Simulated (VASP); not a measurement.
# GaP (F-43m) in VASP: single point with HSE06

Aim: the single point of GaP with HSE06.

Everything below comes from runs of VASP 6.6.1. Logs are shortened: lines on timing, memory, paths and dates and some standing lists are left out, and cuts for length are marked.

**Experimental background.**

From “Stacking defects in GaP nanowires: Electronic structure and optical properties”, 2018, arxiv:1810.01194, for a bulk crystal of GaP at 10 K: band gap 2.34 eV (indirect).

How close the calculation comes is told below.

## (1) Starting point

The structure is cubic, space group F-43m (No. 216). The conventional cell has a = 5.437 Å, b = 5.437 Å, c = 5.437 Å, α = 90.00°, β = 90.00°, γ = 90.00°. Around Ga (site symmetry -43m) lie 4 P at 2.35 Å. P (site symmetry -43m) is surrounded by 4 Ga at 2.35 Å.

The cell is a database's computed one.

## (2) Single point, HSE06

POSCAR reads:

```
GaP
1.0
    0.0000000000      2.7183900000      2.7183900000
    2.7183900000      0.0000000000      2.7183900000
    2.7183900000      2.7183900000      0.0000000000
Ga P
1 1
Direct
    0.0000000000      0.0000000000      0.0000000000
    0.7500000000      0.7500000000      0.7500000000
```

INCAR.step1 reads:

```
  ALGO = Normal
  EDIFF = 1E-5
  ENCUT = 520
  GGA = PE
  ISIF = 2
  ISMEAR = 0
  LASPH = True
  LREAL = False
  LWAVE = True
  NELM = 60
  PREC = Accurate
  SIGMA = 0.02
```

INCAR.step2 reads:

```
  ALGO = Normal
  EDIFF = 1E-6
  ENCUT = 520
  GGA = PE
  HFSCREEN = 0.2
  ISIF = 2
  ISMEAR = 0
  ISTART = 1
  LASPH = True
  LCHARG = True
  LELF = True
  LHFCALC = True
  LREAL = False
  LVHAR = True
  LWAVE = False
  NELM = 60
  PREC = Accurate
  PRECFOCK = Fast
  SIGMA = 0.02
```

KPOINTS reads:

```
k-points
0
Gamma
  6 6 6
```

Potentials or basis: VASP PAW PBE potentials, release 64 (Ga_d, P).

Command:

```
$ cat potpaw_PBE.64/Ga_d/POTCAR potpaw_PBE.64/P/POTCAR > POTCAR
$ cp INCAR.step1 INCAR
$ mpirun -np 1 vasp_std > vasp.out
$ cp INCAR.step2 INCAR
$ mpirun -np 1 vasp_std > vasp.out
```

OUTCAR:

```text
EDIFF = 1E-6
   ENCUT = 520
   GGA = PE
   HFSCREEN = 0.2
   ISIF = 2
   ISMEAR = 0
   ISTART = 1
   LASPH = True
   LHFCALC = True
   LREAL = False
   NELM = 60
   PREC = Accurate
   PRECFOCK = Fast

 ion  position               nearest neighbor table
   1  0.000  0.000  0.000-   2 2.35   2 2.35   2 2.35   2 2.35
   2  0.750  0.750  0.750-   1 2.35   1 2.35   1 2.35   1 2.35

  LATTYP: Found a face centered cubic cell.
 ALAT       =     5.4367800000

  Lattice vectors:

 A1 = (   0.0000000000,   2.7183900000,   2.7183900000)
 A2 = (   2.7183900000,   0.0000000000,   2.7183900000)
 A3 = (   2.7183900000,   2.7183900000,   0.0000000000)

Analysis of symmetry for initial positions (statically):
=====================================================================
 Subroutine PRICEL returns:
 Original cell was already a primitive cell.

 Routine SETGRP: Setting up the symmetry group for a
 face centered cubic supercell.

 Subroutine GETGRP returns: Found 24 space group operations
 (whereof 24 operations were pure point group operations)
 out of a pool of 48 trial point group operations.

The static configuration has the point symmetry T_d .

Analysis of symmetry for dynamics (positions and initial velocities):
=====================================================================
 Subroutine PRICEL returns:
 Original cell was already a primitive cell.

 Routine SETGRP: Setting up the symmetry group for a
 face centered cubic supercell.

 Subroutine GETGRP returns: Found 24 space group operations
 (whereof 24 operations were pure point group operations)
 out of a pool of 48 trial point group operations.

The dynamic configuration has the point symmetry T_d .

 Subroutine INISYM returns: Found 24 space group operations
 (whereof 24 operations are pure point group operations),
 and found     1 'primitive' translations

----------------------------------------------------------------------------------------

                                     Primitive cell

  volume of cell :      40.1759

  direct lattice vectors                    reciprocal lattice vectors
     0.000000000  2.718390000  2.718390000    -0.183932401  0.183932401  0.183932401
     2.718390000  0.000000000  2.718390000     0.183932401 -0.183932401  0.183932401
     2.718390000  2.718390000  0.000000000     0.183932401  0.183932401 -0.183932401

  length of vectors
     3.844384006  3.844384006  3.844384006     0.318580264  0.318580264  0.318580264

  position of ions in fractional coordinates (direct lattice)
     0.000000000  0.000000000  0.000000000
     0.750000000  0.750000000  0.750000000

  ion indices of the primitive-cell ions
   primitive index   ion index
                 1           1
                 2           2

----------------------------------------------------------------------------------------

 KPOINTS: k-points

Automatic generation of k-mesh.
 Grid dimensions read from file:
 generate k-points for:    6    6    6

 Generating k-lattice:

  Cartesian coordinates                     Fractional coordinates (reciprocal lattice)
    -0.030655400  0.030655400  0.030655400     0.166666667  0.000000000  0.000000000
     0.030655400 -0.030655400  0.030655400     0.000000000  0.166666667  0.000000000
     0.030655400  0.030655400 -0.030655400     0.000000000  0.000000000  0.166666667

  Length of vectors
     0.053096711  0.053096711  0.053096711

  Shift w.r.t. Gamma in fractional coordinates (k-lattice)
     0.000000000  0.000000000  0.000000000

 Subroutine IBZKPT returns following result:
 ===========================================

 Found     16 irreducible k-points:

 Following reciprocal coordinates:
            Coordinates               Weight
  0.000000  0.000000  0.000000      1.000000
  0.166667  0.000000  0.000000      8.000000
  0.333333  0.000000  0.000000      8.000000
  0.500000  0.000000  0.000000      4.000000
  0.166667  0.166667  0.000000      6.000000
  0.333333  0.166667  0.000000     24.000000
[... 8 lines left out ...]
 -0.333333  0.333333  0.166667     24.000000
 -0.333333  0.500000  0.166667     12.000000
   k-points           NKPTS =     16   k-points in BZ     NKDIM =    216   number of bands    NBANDS=     13
   number of dos      NEDOS =    301   number of ions     NIONS =      2
   total plane-waves  NPLWV =  27000
   dimension x,y,z NGX =    30 NGY =   30 NGZ =   30
   dimension x,y,z NGXF=    60 NGYF=   60 NGZF=   60
   ions per type =               1   1
   NGX,Y,Z   is equivalent  to a cutoff of  12.97, 12.97, 12.97 a.u.
   NGXF,Y,Z  is equivalent  to a cutoff of  25.95, 25.95, 25.95 a.u.
 SYSTEM =  unknown system
   PREC   = accura    normal or accurate (medium, high low for compatibility)
   ISTART =      1    job   : 0-new  1-cont  2-samecut
   ICHARG =      0    charge: 1-file 2-atom 10-const
   ISPIN  =      1    spin polarized calculation?
   LNONCOLLINEAR =      F non collinear calculations
   LSORBIT =      F    spin-orbit coupling
   LASPH  =      T    aspherical Exc in radial PAW
   ENCUT  =  520.0 eV  38.22 Ry    6.18 a.u.   7.15  7.15  7.15*2*pi/ulx,y,z
   NELM   =     60;   NELMIN=  2; NELMDL=  0     # of ELM steps
   EDIFF  = 0.1E-05   stopping-criterion for ELM
   LREAL  =      F    real-space projection
   EDIFFG = 0.1E-04   stopping-criterion for IOM
   NSW    =      0    number of steps for IOM
   IBRION =     -1    ionic relax: 0-MD 1-quasi-New 2-CG
   NFREE  =      0    steps in history (QN), initial steepest desc. (CG)
   ISIF   =      2    stress and relaxation
   ISYM   =      3    0-nonsym 1-usesym 2-fastsym
   POTIM  = 0.5000    time-step for ionic-motion
   TEBEG  =    0.0;   TEEND  =   0.0 temperature during run
   PSTRESS=    0.0 pullay stress
   NELECT =      18.0000    total number of electrons
   NUPDOWN=      -1.0000    fix difference up-down
   EMIN   =  10.00;   EMAX   =-10.00  energy-range for DOS
   EFERMI =   0.00;   METHOD = LEGACY
   ISMEAR =     0;   SIGMA  =   0.02  broadening in eV -4-tet -1-fermi 0-gaus
   EFERMI_NEDOS =   21; number of points for ismear=-14 and -15
   IALGO  =     38    algorithm
   IMIX   =      1    mixing-type and parameters
     AMIX     =   0.40;   BMIX     =  1.00
     AMIX_MAG =   1.60;   BMIX_MAG =  1.00
  volume/ion in A,a.u.               =      20.09       135.56
  Fermi-wavevector in a.u.,A,eV,Ry     =   1.252691  2.367242 21.350730  1.569234
  Thomas-Fermi vector in A             =   2.386579
   LORBIT       =      0    0 simple, 1 ext, 2 COOP (PROOUT), +10 PAW based schemes
   GGA     = PE    functional components
   LHFCALC =     T    Hartree Fock is set to
   PRECFOCK=fast      Normal, Fast or Accurate (Low or Medium for compatibility)
   ENCUT4O =  -1.0   cutoff for four orbital integrals eV
   NKREDX  =     1    reduce k-point grid by
   NKREDY  =     1    reduce k-point grid by
   NKREDZ  =     1    reduce k-point grid by
   AEXX    =    0.2500 exact exchange contribution
   HFSCREEN=    0.2000 screening length (either q_TF or 0.3 A-1)
   HFSCREENC=   0.2000 screening length for correlation (either q_TF or 0.3 A-1)
   ENCUTFOCK=  -1.0 apply spherical cutoff to Coloumb kernel
   IVDW    =     0    specifies the selected vdW correction
   LEPSILON=     F    determine dielectric tensor
   LRPA    =     F    only Hartree local field effects (RPA)
 non-spin polarized calculation
 Gauss-broadening in eV      SIGMA  =   0.02
  energy-cutoff  :      520.00
  volume of cell :       40.18
 maximum number of plane-waves:      1106
 NGX is ok and might be reduce to    30
  NGX = 16; NGY = 16; NGZ = 16

 number of electron      17.9999987 magnetization

 Free energy of the ion-electron system (eV)
  ---------------------------------------------------
  ext. energy  EPLUGINS =         0.00000000
  ---------------------------------------------------
  free energy    TOTEN  =       -10.80868346 eV

  energy without entropy =      -10.80868346  energy(sigma->0) =      -10.80868346

 E-fermi :   4.3796     XC(G=0):  -8.1703

 val. band max:        4.2826876712   @ k =   0.0000   0.0000   0.0000
 cond. band min:       6.5768785605   @ k =   0.5000   0.5000   0.0000
 fundamental gap:      2.2941908893
 Fermi energy:         4.3795844972

 k-point     1 :       0.0000    0.0000    0.0000
  band No.  band energies     occupation
      1     -12.7881      2.00000
      2     -12.7881      2.00000
      3     -12.7881      2.00000
      4     -12.6848      2.00000
      5     -12.6848      2.00000
      6      -9.5662      2.00000
      7       4.2827      2.00000
      8       4.2827      2.00000
      9       4.2827      2.00000
     10       7.1653      0.00000
     11       9.0730      0.00000
     12       9.0730      0.00000
     13       9.0730      0.00000

 k-point     2 :       0.1667    0.0000    0.0000
  band No.  band energies     occupation
      1     -12.8036      2.00000
      2     -12.7807      2.00000
      3     -12.7807      2.00000
      4     -12.6848      2.00000
      5     -12.6848      2.00000
      6      -9.1810      2.00000
      7       1.7611      2.00000
      8       3.8848      2.00000
      9       3.8848      2.00000
     10       7.6680      0.00000
     11       9.6668      0.00000
     12       9.6669      0.00000
     13      10.3212      0.00000

 k-point     3 :       0.3333    0.0000    0.0000
  band No.  band energies     occupation
      1     -12.8330      2.00000
      2     -12.7685      2.00000
      3     -12.7685      2.00000
      4     -12.6822      2.00000
      5     -12.6822      2.00000
      6      -8.1471      2.00000
      7      -1.4068      2.00000
      8       3.2941      2.00000
      9       3.2941      2.00000
     10       7.0812      0.00000
     11      10.0448      0.00000
     12      10.0448      0.00000
     13      13.0471      0.00000

 k-point     4 :       0.5000    0.0000    0.0000
  band No.  band energies     occupation
      1     -12.8472      2.00000
      2     -12.7639      2.00000
      3     -12.7639      2.00000
      4     -12.6792      2.00000
      5     -12.6792      2.00000
      6      -7.3125      2.00000
      7      -3.0043      2.00000
      8       3.0577      2.00000
      9       3.0577      2.00000
     10       6.8346      0.00000
     11       9.9193      0.00000
     12       9.9193      0.00000
     13      13.5755      0.00000

 k-point     5 :       0.1667    0.1667    0.0000
  band No.  band energies     occupation
      1     -12.8157      2.00000
      2     -12.7734      2.00000
      3     -12.7734      2.00000
      4     -12.6915      2.00000
      5     -12.6800      2.00000
      6      -9.0519      2.00000
      7       1.9445      2.00000
      8       3.2000      2.00000
      9       3.2001      2.00000
     10       7.9090      0.00000
     11       9.0907      0.00000
     12      10.7254      0.00000
     13      10.7254      0.00000
[... 129 lines left out ...]
 k-point    14 :       0.5000    0.3333    0.1667
  band No.  band energies     occupation
      1     -12.8543      2.00000
      2     -12.7554      2.00000
      3     -12.7451      2.00000
      4     -12.6980      2.00000
      5     -12.6754      2.00000
      6      -7.2935      2.00000
      7      -1.7669      2.00000
      8       0.7491      2.00000
      9       2.0572      2.00000
     10       8.7870      0.00000
     11       9.5826      0.00000
     12      10.4301      0.00000
     13      13.6192      0.00000

 k-point    15 :      -0.3333    0.3333    0.1667
  band No.  band energies     occupation
      1     -12.8587      2.00000
      2     -12.7554      2.00000
      3     -12.7385      2.00000
      4     -12.6954      2.00000
      5     -12.6782      2.00000
      6      -6.5825      2.00000
      7      -2.6901      2.00000
      8       0.2459      2.00000
      9       1.5824      2.00000
     10       9.1244      0.00000
     11       9.7398      0.00000
     12      11.7786      0.00000
     13      13.1938      0.00000

 k-point    16 :      -0.3333    0.5000    0.1667
  band No.  band energies     occupation
      1     -12.8695      2.00000
      2     -12.7452      2.00000
      3     -12.7301      2.00000
      4     -12.7049      2.00000
      5     -12.6731      2.00000
      6      -6.2527      2.00000
      7      -2.9088      2.00000
      8       0.5702      2.00000
      9       0.7177      2.00000
     10       8.5303      0.00000
     11       8.8589      0.00000
     12      13.0209      0.00000
     13      13.0346      0.00000

------------------------ aborting loop because EDIFF is reached ----------------------------------------

  FORCE on cell =-STRESS in cart. coord.  units (eV):
  Direction    XX          YY          ZZ          XY          YZ          ZX
  --------------------------------------------------------------------------------------
  -------------------------------------------------------------------------------------
  Total        0.3135187      0.3135187      0.3135187      0.0000000      0.0000000      0.0000000
  in kB       12.5028407     12.5028407     12.5028407      0.0000000      0.0000000      0.0000000
  external PRESSURE =      12.5028407 kB  Pullay stress =       0.0000000 kB

 VOLUME and BASIS-vectors are now :
 -----------------------------------------------------------------------------
  energy-cutoff  :      520.00
  volume of cell :       40.18
      direct lattice vectors                 reciprocal lattice vectors
     0.000000000  2.718390000  2.718390000    -0.183932401  0.183932401  0.183932401
     2.718390000  0.000000000  2.718390000     0.183932401 -0.183932401  0.183932401
     2.718390000  2.718390000  0.000000000     0.183932401  0.183932401 -0.183932401

 POSITION                                       TOTAL-FORCE (eV/Angst)
 -----------------------------------------------------------------------------------
      0.00000      0.00000      0.00000        -0.000000     -0.000000     -0.000000
      4.07759      4.07759      4.07759         0.000000      0.000000      0.000000
 -----------------------------------------------------------------------------------
    total drift:                               -0.000013     -0.000006     -0.000006

  FREE ENERGIE OF THE ION-ELECTRON SYSTEM (eV)
  ---------------------------------------------------
  free  energy   TOTEN  =       -10.8086834593 eV

  energy  without entropy=      -10.8086834593  energy(sigma->0) =      -10.80868346
```

Wall time 7.9 min (1 thread of Intel Xeon Platinum 8488C (Sapphire Rapids), shared host); peak memory 0.28 GiB.

What came out:

```yaml
Free_energy: -10.8087 eV
Pressure: 1.3 GPa
Band_gap_on_the_k_mesh: 2.29 eV, indirect (least direct gap 2.88 eV)
```

Levels at points of the mesh, in eV from the valence-band top:
```csv
k point,band 6,band 7,band 8,band 9,band 10,band 11,band 12,band 13
"(0.00, 0.00, 0.00)",-13.85,0.00,0.00,0.00,2.88,4.79,4.79,4.79
"(0.50, 0.00, 0.00)",-11.60,-7.29,-1.23,-1.23,2.55,5.64,5.64,9.29
"(0.50, 0.50, 0.00)",-10.61,-7.37,-2.96,-2.96,2.29,2.58,12.15,12.15
```

Caveat: the PAW data sets were made with another functional, which shifts forces and pressure a little.

## (3) Against experiment

Step 2. Against the measured gap of GaP, 2.34 eV (indirect; 10 K; quoted in “Stacking defects in GaP nanowires: Electronic structure and optical properties”, 2018, arxiv:1810.01194), the calculated 2.29 eV is off by -0.05 eV. Spin-orbit coupling on Ga is left out. The value is that of HSE06 on a finite k mesh, which can miss the band edges, without temperature or zero-point motion. The cell is a database's relaxed one, not the measured one, which moves gaps too.
